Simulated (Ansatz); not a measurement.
**SnSe2 (P-3m1), a sublattice moved along a line**

The calculation used DFT PBE, scalar-relativistic, plane waves, PAW (Ansatz 0.2.0). The runs took a 420 eV cutoff, a Γ-centred 12×12×6 mesh and Gaussian smearing (0.05 eV). No spin polarisation. Energies are free energies at this smearing, counted from the undisturbed cell; pressure is positive in compression.

The starting cell (as given, not relaxed at this level; it stands at 5.3 GPa):

```xyz
3
Lattice="3.8110 0.0000 0.0000 -1.9055 3.3004 0.0000 0.0000 0.0000 6.1370" Properties=species:S:1:pos:R:3 pbc="T T T"
Sn    0.0000    0.0000    0.0000
Se    0.0000    2.2003    1.5342
Se    1.9055    1.1001    4.6027
```

The cell holds layers and no dispersion correction was added, so their binding is poorly described.

Every Se atom is moved by x along the Cartesian unit vector (0.000, -0.820, -0.572); the cell and all other atoms stay fixed.

```tsv
x (Å)	ΔE (meV/cell)	force along x on the moved atoms (eV/Å)	pressure (GPa)	gap on the mesh (eV)
-0.3000	490.7	3.63	7.8	0.21
-0.1500	112.9	1.55	5.9	0.66
0.0000	0.0	0.00	5.3	0.71
0.0375	6.9	-0.37	5.3	0.71
0.0750	27.6	-0.74	5.4	0.70
0.1125	62.7	-1.13	5.6	0.69
0.1875	?	-2.00	6.2	?
0.2250	263.0	-2.49	6.6	0.43
0.2625	?	-3.03	7.1	?
```

By symmetry 0.3000 repeats -0.3000, -0.2250 repeats 0.2250, 0.1500 repeats -0.1500, -0.0750 repeats 0.0750 in energy, with the opposite slope along the path.

Problem. Give the withheld values.

Solution. ΔE (meV/cell) at x (Å) = 0.1875: 179.2; gap on the mesh (eV) at x (Å) = 0.1875: 0.55; ΔE (meV/cell) at x (Å) = 0.2625: 366.2; gap on the mesh (eV) at x (Å) = 0.2625: 0.32.